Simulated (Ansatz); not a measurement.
## LiCl: clamped-ion strain scan

Method: DFT r2SCAN, scalar-relativistic, plane waves, PAW in Ansatz. Cutoff 500 eV, Γ-centred 8×8×8 k-points, Gaussian smearing of 0.05 eV. No spin polarisation. Energies are free energies at this smearing, counted from the undisturbed cell; pressure is positive in compression.

The undisturbed cell (as given, not relaxed at this level; it stands at -0.3 GPa):

```yaml
crystal:
  lattice:
    - [0.00000, 2.56476, 2.56476]
    - [2.56476, 0.00000, 2.56476]
    - [2.56476, 2.56476, 0.00000]
  atoms:
    - { symbol: Li, position: [0.00000, 0.00000, 0.00000] }
    - { symbol: Cl, position: [0.50000, 0.50000, 0.50000] }
```

The cell is strained by ε times the Voigt pattern (0, 0, 0, 0, 1, 0) (xx, yy, zz, yz, xz, xy; engineering shear) with fractional coordinates fixed.

```csv
ε,ΔE (meV/atom),"stress summed along the pattern (GPa, tension positive)",pressure (GPa),gap on the mesh (eV)
-0.0400,?,?,-0.3,7.09
-0.0200,0.6,-0.54,-0.3,7.16
0.0000,0.0,0.00,-0.3,7.23
0.0050,0.0,0.13,-0.3,7.21
0.0100,?,?,-0.3,7.20
0.0150,0.3,0.40,-0.3,7.18
0.0250,0.9,0.68,-0.3,7.14
0.0300,1.3,0.81,-0.3,7.13
0.0350,1.7,0.95,-0.3,7.11
```

By symmetry 0.0400 repeats -0.0400, -0.0300 repeats 0.0300, 0.0200 repeats -0.0200, -0.0100 repeats 0.0100 in energy, with the opposite slope along the path.

(1) Give the withheld values.

Results:

(1) ΔE (meV/atom) at ε = -0.0400: 2.3; stress summed along the pattern (GPa, tension positive) at ε = -0.0400: -1.08; ΔE (meV/atom) at ε = 0.0100: 0.1; stress summed along the pattern (GPa, tension positive) at ε = 0.0100: 0.27.